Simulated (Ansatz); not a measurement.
# Trial inputs on Be

All trials start from this Ansatz input:

```yaml
crystal:
  lattice:
    - [2.2647826536, 0.0, 0.0]
    - [-1.1323913268, 1.9613593121, 0.0]
    - [0.0, 0.0, 3.57410246]
  atoms:
    - { symbol: Be, position: [0.33333333, 0.66666667, 0.75] }
    - { symbol: Be, position: [0.66666667, 0.33333333, 0.25] }
basis:
  ecutwfc: 420
kpoints:
  mp_grid: { grid: [12, 12, 6] }
hamiltonian:
  xc: pbe
scf:
  occupations: { method: gaussian, width: 0.1 }
output:
  forces: true
  stress: true
  eigenvalues: true
```

Command:

```bash
ansatz run input.yaml --threads 1 --pin off --max-ram 1331MiB --backend cpu --events-out ev --progress --plain --runs-dir out
```

The run converges in 6 SCF iterations on 76 irreducible k-points: pressure -0.55 GPa, no gap.

These settings were drawn at random to show what each does; none of the numbers is a converged property of the crystal. Each trial's input is given as a difference from the reference's; energies are extrapolated to zero smearing where there is one, and pressure is positive in compression. Charged cells sit in a uniform background, and their pressures hang on that convention.

**Question.** Trial 1:

```diff
 crystal:
   atoms:
-    - { symbol: Be, position: [0.33333333, 0.66666667, 0.75] }
+    - { symbol: Be, position: [0.3333333333, 0.6666666667, 0.75], spin: -0.5 }
 scf:
+  lower_state_search: "off"
 output:
+  populations: true
+magnetization:
+  spin_polarized: true
```

How does this run end?

**Answer.** The run converges in 14 SCF iterations on 76 irreducible k-points: the reference's energy to 0.01 meV per atom, pressure -0.55 GPa, no gap, cell moment 0.00 μB. It warns that the starting moments were lost.

**Question.** Trial 2 (strained):

```diff
 crystal:
   lattice:
-    - [2.2647826536, 0.0, 0.0]
-    - [-1.1323913268, 1.9613593121, 0.0]
-    - [0.0, 0.0, 3.57410246]
+    - [2.3385985908, 0.1098978272, 0.0097594685]
+    - [-1.0741249852, 1.8909208635, 0.0350689347]
+    - [0.0154016283, 0.0727967767, 3.640221355]
-basis:
-  ecutwfc: 420
+basis: {}
 hamiltonian:
+  pseudopotentials: { kind: nc }
 scf:
+  n_extra_bands: 5
```

What does the program give?

**Answer.** The run converges in 6 SCF iterations on 436 irreducible k-points: at 1800 eV, the cutoff that these potentials take when none is typed, pressure -3.86 GPa, largest force 0.136 eV/Å, no gap, on another set of potentials (valence electrons Be 4; in the reference Be 2).

**Question.** Trial 3:

```diff
 kpoints:
-  mp_grid: { grid: [12, 12, 6] }
+  mp_grid: { kspacing: 0.72 }
```

How does this run end?

**Answer.** The run converges in 6 SCF iterations on 10 irreducible k-points: energy 13.9 meV per atom above the reference, pressure -0.51 GPa, gap on the sampled k-points 1.04 eV (the reference is a metal, so it comes from the sampling or the changed settings).

**Question.** Trial 4:

```diff
 basis:
-  ecutwfc: 420
+  ecutwfc: "16 Ry"
 kpoints:
-  mp_grid: { grid: [12, 12, 6] }
+  mp_grid: { grid: [6, 6, 4] }
 scf:
-  occupations: { method: gaussian, width: 0.1 }
+  occupations: { method: fixed }
+  max_iter: 60
```

What happens?

**Answer.** The run converges in 6 SCF iterations on 21 irreducible k-points: energy 119 meV per atom above the reference, pressure -0.03 GPa (unreliable at so low a cutoff), no gap. It warns that bands overlap at the filling; that the cutoff lies under the recommended one, 420 eV for these potentials; that the bands looked metallic on the way.

**Question.** Trial 5 (volume scaled):

```diff
 crystal:
   lattice:
-    - [2.2647826536, 0.0, 0.0]
-    - [-1.1323913268, 1.9613593121, 0.0]
-    - [0.0, 0.0, 3.57410246]
+    - [2.1470379866, 0.0, 0.0]
+    - [-1.0735189933, 1.8593894393, 0.0]
+    - [0.0, 0.0, 3.3882870559]
 basis:
-  ecutwfc: 420
+  ecutwfc: "17 Ha"
 kpoints:
-  mp_grid: { grid: [12, 12, 6] }
+  mp_grid: { grid: [9, 9, 6] }
+  band_path: { path: [[0, 0, 0], [0.5, 0, 0], [0.5, 0.5, 0.5]], npoints: 8 }
 scf:
-  occupations: { method: gaussian, width: 0.1 }
+  occupations: { method: tetrahedron_uncorrected }
+  convergence: { dr2_threshold: "1e-10 eV" }
+accuracy: medium
```

What does the program give?

**Answer.** The run converges in 6 SCF iterations on 48 irreducible k-points: energy 101 meV per atom above the reference, pressure 25.10 GPa, no gap. It warns that the printed bands weren't solved further after the SCF.

**Question.** Trial 6 (volume scaled):

```diff
 crystal:
   lattice:
-    - [2.2647826536, 0.0, 0.0]
-    - [-1.1323913268, 1.9613593121, 0.0]
-    - [0.0, 0.0, 3.57410246]
+    - [2.134363323, 0.0, 0.0]
+    - [-1.0671816615, 1.8484128586, 0.0]
+    - [0.0, 0.0, 3.3682848953]
+  symmetry: { detect: false }
 basis:
-  ecutwfc: 420
+  ecutwfc: "15 Ry"
 kpoints:
-  mp_grid: { grid: [12, 12, 6] }
+  mp_grid: { grid: [1, 13, 1] }
 scf:
-  occupations: { method: gaussian, width: 0.1 }
+  occupations: { method: fixed }
+  mixing: { ndim: 1 }
+  initial_density: { chi_scale: 0, normalization: atom }
+  max_iter: 80
+  convergence: { dr2_threshold: "1e-9 eV" }
```

What does the program give?

**Answer.** The run converges in 16 SCF iterations on 7 irreducible k-points: energy 1.42 eV per atom below the reference, pressure 9.88 GPa (unreliable at so low a cutoff), largest force 1.492 eV/Å (unreliable too), gap on the sampled k-points 1.72 eV (the reference is a metal, so it comes from the sampling or the changed settings). It warns that the cutoff lies under the recommended one, 420 eV for these potentials; that the SCF threshold is loose for the stress.

**Question.** Trial 7 (volume scaled):

```diff
 crystal:
   lattice:
-    - [2.2647826536, 0.0, 0.0]
-    - [-1.1323913268, 1.9613593121, 0.0]
-    - [0.0, 0.0, 3.57410246]
+    - [2.1512297934, 0.0, 0.0]
+    - [-1.0756148967, 1.8630196504, 0.0]
+    - [0.0, 0.0, 3.3949022368]
+total_charge: -1
 basis:
-  ecutwfc: 420
+  ecutwfc: 470
 hamiltonian:
-  xc: pbe
+  xc: lda
 scf:
-  occupations: { method: gaussian, width: 0.1 }
+  occupations: { method: gaussian, width: 0.15 }
+  lower_state_search: "off"
 output:
-  forces: true
-  stress: true
+  forces: false
+  stress: false
```

What happens?

**Answer.** The run converges in 6 SCF iterations on 76 irreducible k-points: no gap.

**Question.** Trial 8:

```diff
 basis:
-  ecutwfc: 420
+  ecutwfc: 170
+  precision: f64
 kpoints:
-  mp_grid: { grid: [12, 12, 6] }
+  mp_grid: { kspacing: 0.41 }
 hamiltonian:
-  xc: pbe
+  xc: r2scan
+  pseudopotentials: { kind: nc }
 scf:
-  occupations: { method: gaussian, width: 0.1 }
+  occupations: { method: fermi_dirac, width: "300 K" }
```

What does the program give?

**Answer.** The run converges in 5 SCF iterations on 30 irreducible k-points: pressure -9.68 GPa (unreliable at so low a cutoff), no gap, on another set of potentials (valence electrons Be 4; in the reference Be 2). It warns that the cutoff lies under the recommended one, 1520 eV for these potentials.